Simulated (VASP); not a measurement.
# AlN (P6_3mc) in VASP: a series of runs, part 2 of 2

VASP 6.6.1. The steps go on from the part before.

## Step 5: Relaxation of shape and atoms at fixed volume, PBE (a relaxed cell with its volume scaled by 0.91)

Input file INCAR:

```
PREC = Accurate
ENCUT = 900
EDIFF = 1E-7
ISMEAR = 0
SIGMA = 0.02
LREAL = False
LASPH = True
NELM = 60
ALGO = Fast
ISIF = 4
LWAVE = False
LCHARG = False
GGA = PE
IBRION = 2
NSW = 80
EDIFFG = -0.002
```

Input file KPOINTS:

```
Automatic mesh
0
Gamma
  12 12 6
```

Input file POSCAR:

```
AlN                                     
1.0
    3.0309014989     -0.0000000000     -0.0000000000
   -1.5154507495      2.6248376925      0.0000000000
    0.0000000000      0.0000000000      4.8591147169
  Al              N             
     2     2
Direct
     0.3333333300000021    0.6666666699999979    0.9992341336011743
     0.6666666699999979    0.3333333300000021    0.4992341336011744
     0.3333333300000021    0.6666666699999979    0.3807658663988282
     0.6666666699999979    0.3333333300000021    0.8807658663988283
```

Potentials or basis: VASP PAW PBE potentials, release 64 (Al, N_h).

Launch:

```sh
$ cat potpaw_PBE.64/Al/POTCAR potpaw_PBE.64/N_h/POTCAR > POTCAR
$ mpirun -np 1 vasp_std > vasp.out
```

OUTCAR:

```text
PREC = Accurate
   ENCUT = 900
   EDIFF = 1E-7
   ISMEAR = 0
   LREAL = False
   LASPH = True
   NELM = 60
   ISIF = 4
   GGA = PE
   IBRION = 2
   NSW = 80
   EDIFFG = -0.002

 ion  position               nearest neighbor table
   1  0.333  0.667  0.999-   4 1.84   4 1.84   4 1.84   3 1.85   2 2.99   2 2.99   2 2.99   2 2.99
                             2 2.99   2 2.99
   2  0.667  0.333  0.499-   3 1.84   3 1.84   3 1.84   4 1.85   1 2.99   1 2.99   1 2.99   1 2.99
                             1 2.99   1 2.99
   3  0.333  0.667  0.381-   2 1.84   2 1.84   2 1.84   1 1.85
   4  0.667  0.333  0.881-   1 1.84   1 1.84   1 1.84   2 1.85

  LATTYP: Found a hexagonal cell.
 ALAT       =     3.0309014989
 C/A-ratio  =     1.6031912349

  Lattice vectors:

 A1 = (   3.0309014989,   0.0000000000,   0.0000000000)
 A2 = (  -1.5154507495,   2.6248376925,   0.0000000000)
 A3 = (   0.0000000000,   0.0000000000,   4.8591147169)

Analysis of symmetry for initial positions (statically):
=====================================================================
 Subroutine PRICEL returns:
 Original cell was already a primitive cell.

 Routine SETGRP: Setting up the symmetry group for a
 hexagonal supercell.

 Subroutine GETGRP returns: Found 12 space group operations
 (whereof  6 operations were pure point group operations)
 out of a pool of 24 trial point group operations.

The static configuration has the point symmetry C_3v.
 The point group associated with its full space group is C_6v.

Analysis of symmetry for dynamics (positions and initial velocities):
=====================================================================
 Subroutine PRICEL returns:
 Original cell was already a primitive cell.

 Routine SETGRP: Setting up the symmetry group for a
 hexagonal supercell.

 Subroutine GETGRP returns: Found 12 space group operations
 (whereof  6 operations were pure point group operations)
 out of a pool of 24 trial point group operations.

The dynamic configuration has the point symmetry C_3v.
[... 149 lines left out ...]
 Free energy of the ion-electron system (eV)
  ---------------------------------------------------
  ext. energy  EPLUGINS =         0.00000000
  ---------------------------------------------------
  free energy    TOTEN  =       -29.54181687 eV

  energy without entropy =      -29.54181687  energy(sigma->0) =      -29.54181687

------------------------ aborting loop because EDIFF is reached ----------------------------------------

  FORCE on cell =-STRESS in cart. coord.  units (eV):
  Direction    XX          YY          ZZ          XY          YZ          ZX
  --------------------------------------------------------------------------------------
  -------------------------------------------------------------------------------------
  Total        5.4701171      5.4701171      5.1023263     -0.0000000     -0.0000000      0.0000000
  in kB      226.7126631    226.7126628    211.4693264     -0.0000000     -0.0000000      0.0000000
  external PRESSURE =     221.6315508 kB  Pullay stress =       0.0000000 kB
[... 139 lines left out ...]
--------------------------------------- Ionic step        5  -------------------------------------------

 number of electron      16.0000000 magnetization

 Free energy of the ion-electron system (eV)
  ---------------------------------------------------
  ext. energy  EPLUGINS =         0.00000000
  ---------------------------------------------------
  free energy    TOTEN  =       -29.54315237 eV

  energy without entropy =      -29.54315237  energy(sigma->0) =      -29.54315237

 E-fermi :   7.4858     XC(G=0): -11.2682

 val. band max:        7.3326736456   @ k =   0.0000   0.0000   0.0000
 cond. band min:      12.1900622856   @ k =   0.0000   0.0000   0.0000
 fundamental gap:      4.8573886400
 Fermi energy:         7.4857777763

 k-point     1 :       0.0000    0.0000    0.0000
  band No.  band energies     occupation
      1      -8.3957      2.00000
      2      -5.9709      2.00000
      3       0.9489      2.00000
      4       6.3333      2.00000
      5       6.3333      2.00000
      6       7.0193      2.00000
      7       7.0193      2.00000
      8       7.3327      2.00000
      9      12.1901      0.00000
     10      14.5718      0.00000
     11      18.5909      0.00000
     12      18.9274      0.00000
[... 331 lines left out ...]
 k-point    24 :       0.3333    0.0000    0.1667
  band No.  band energies     occupation
      1      -6.9409      2.00000
      2      -5.5369      2.00000
      3       2.0962      2.00000
      4       3.1632      2.00000
      5       3.7880      2.00000
      6       5.3764      2.00000
      7       6.4761      2.00000
      8       6.5819      2.00000
      9      13.4704      0.00000
     10      14.2381      0.00000
     11      16.4121      0.00000
     12      18.0699      0.00000

 [... further k-points ...]

------------------------ aborting loop because EDIFF is reached ----------------------------------------

  FORCE on cell =-STRESS in cart. coord.  units (eV):
  Direction    XX          YY          ZZ          XY          YZ          ZX
  --------------------------------------------------------------------------------------
  -------------------------------------------------------------------------------------
  Total        5.3109789      5.3109789      5.3078082     -0.0000000      0.0000000      0.0000000
  in kB      220.1170730    220.1170726    219.9856618     -0.0000000      0.0000000      0.0000000
  external PRESSURE =     220.0732691 kB  Pullay stress =       0.0000000 kB
[... 19 lines left out ...]
  FREE ENERGIE OF THE ION-ELECTRON SYSTEM (eV)
  ---------------------------------------------------
  free  energy   TOTEN  =       -29.5431523662 eV

  energy  without entropy=      -29.5431523662  energy(sigma->0) =      -29.54315237

 reached required accuracy - stopping structural energy minimisation
```

Run time: 1.7 min. Hardware: 1 thread of Intel Xeon 6975P-C (Granite Rapids), shared host; peak memory 0.25 GiB.

What came out:

```yaml
Free_energy: -29.5432 eV
Energy_gained_by_relaxing: 0.3 meV/atom
Ionic_steps: 5
Pressure_after_relaxing: 22.0 GPa
Band_gap_on_the_k_mesh: 4.86 eV, direct
```

Step by step:
| step | energy change (eV) | largest force (eV/Å) | pressure (GPa) | volume (Å³) |
| --- | --- | --- | --- | --- |
| 1 | 0.0000 | 0.0381 | 22.16 | 38.66 |
| 2 | -0.0009 | 0.0571 | 22.08 | 38.66 |
| 3 | -0.0010 | 0.0674 | 22.05 | 38.66 |
| 4 | -0.0013 | 0.0239 | 21.99 | 38.66 |
| 5 | -0.0013 | 0.0003 | 22.01 | 38.66 |

Final structure:
```yaml
crystal:
  lattice:
    - [3.03860, 0.00000, 0.00000]
    - [-1.51930, 2.63150, 0.00000]
    - [0.00000, 0.00000, 4.83452]
  atoms:
    - { symbol: Al, position: [0.33333, 0.66667, 0.99811] }
    - { symbol: Al, position: [0.66667, 0.33333, 0.49811] }
    - { symbol: N, position: [0.33333, 0.66667, 0.38189] }
    - { symbol: N, position: [0.66667, 0.33333, 0.88189] }
```

Caveat: the cutoff is under 1.25 times the usual one of these potentials, so pressure, stress and relaxed cells hold a basis-set (Pulay) error. A k mesh can miss the band edges.

## Step 6: Relaxation of shape and atoms at fixed volume, PBE (a relaxed cell with its volume scaled by 1.09)

INCAR is that of step 5.

KPOINTS is that of step 5.

Changes to POSCAR since step 5:

```diff
@@ -2,5 +2,5 @@
 1.0
-    3.0309014989     -0.0000000000     -0.0000000000
-   -1.5154507495      2.6248376925      0.0000000000
-    0.0000000000      0.0000000000      4.8591147169
+    3.2188459399     -0.0000000000     -0.0000000000
+   -1.6094229700      2.7876023528      0.0000000000
+    0.0000000000      0.0000000000      5.1604255974
   Al              N
```

Potentials or basis: VASP PAW PBE potentials, release 64 (Al, N_h).

Launch:

```sh
$ cat potpaw_PBE.64/Al/POTCAR potpaw_PBE.64/N_h/POTCAR > POTCAR
$ mpirun -np 1 vasp_std > vasp.out
```

It took 84 s on 1 thread of Intel Xeon 6975P-C (Granite Rapids), shared host; peak memory 0.28 GiB.

Results (log left out):

```
Free energy               : -29.6197 eV
Energy gained by relaxing : 0.1 meV/atom
Ionic steps               : 5
Pressure after relaxing   : -14.1 GPa
Band gap on the k mesh    : 3.36 eV, direct
```

The path:
```
step  energy change (eV)  largest force (eV/Å)  pressure (GPa)  volume (Å³)
   1              0.0000                0.0273          -14.16        46.30
   2             -0.0005                0.0227          -14.14        46.30
   3             -0.0005                0.0209          -14.13        46.30
   4             -0.0006                0.0035          -14.13        46.30
   5             -0.0006                0.0002          -14.13        46.30
```

Final structure:
```
Al N
1.0
     3.21426    0.00000    0.00000
    -1.60713    2.78363    0.00000
     0.00000    0.00000    5.17516
Al N
2 2
Direct
  0.33333 0.66667 0.99979
  0.66667 0.33333 0.49979
  0.33333 0.66667 0.38021
  0.66667 0.33333 0.88021
```

Levels at points of the mesh, in eV from the valence-band top:
| k point | band 4 | band 5 | band 6 | band 7 | band 8 | band 9 | band 10 | band 11 | band 12 |
| --- | --- | --- | --- | --- | --- | --- | --- | --- | --- |
| (0.00, 0.00, 0.00) | -0.76 | -0.76 | -0.15 | -0.15 | 0.00 | 3.36 | 5.87 | 9.80 | 10.49 |
| (0.50, 0.00, 0.00) | -3.92 | -3.08 | -1.89 | -1.61 | -0.63 | 5.52 | 5.57 | 7.34 | 9.56 |
| (0.00, 0.00, 0.50) | -3.17 | -0.46 | -0.46 | -0.46 | -0.46 | 5.64 | 5.64 | 9.51 | 9.51 |
| (0.50, 0.00, 0.50) | -5.18 | -1.32 | -1.32 | -1.26 | -1.26 | 4.97 | 4.97 | 8.64 | 8.64 |

Caveat: the cutoff is under 1.25 times the usual one of these potentials, so pressure, stress and relaxed cells hold a basis-set (Pulay) error. A k mesh can miss the band edges.

## Step 7: Overview

```tsv
cell	gap on the mesh (eV)	pressure (GPa)
relaxed at fixed volume from: a relaxed cell with its volume scaled by 1.03	3.82	-5.4
relaxed at fixed volume from: a relaxed cell with its volume scaled by 0.94	4.58	13.6
relaxed at fixed volume from: a relaxed cell with its volume scaled by 1.06	3.58	-10.1
relaxed at fixed volume from: a relaxed cell with its volume scaled by 0.91	4.86	22.0
relaxed at fixed volume from: a relaxed cell with its volume scaled by 1.09	3.36	-14.1
```

Alike in all rows: task relaxation of shape and atoms at fixed volume; level PBE; potentials or basis VASP PAW PBE potentials, release 64 (Al, N_h); no spin polarisation; k mesh 12 × 12 × 6; cutoff (eV) 900; smearing gaussian 0.02 eV.

Caveats: the cutoff is under 1.25 times the usual one of these potentials, so pressure, stress and relaxed cells hold a basis-set (Pulay) error.

Absolute energies hang on the potentials; compare differences alone.
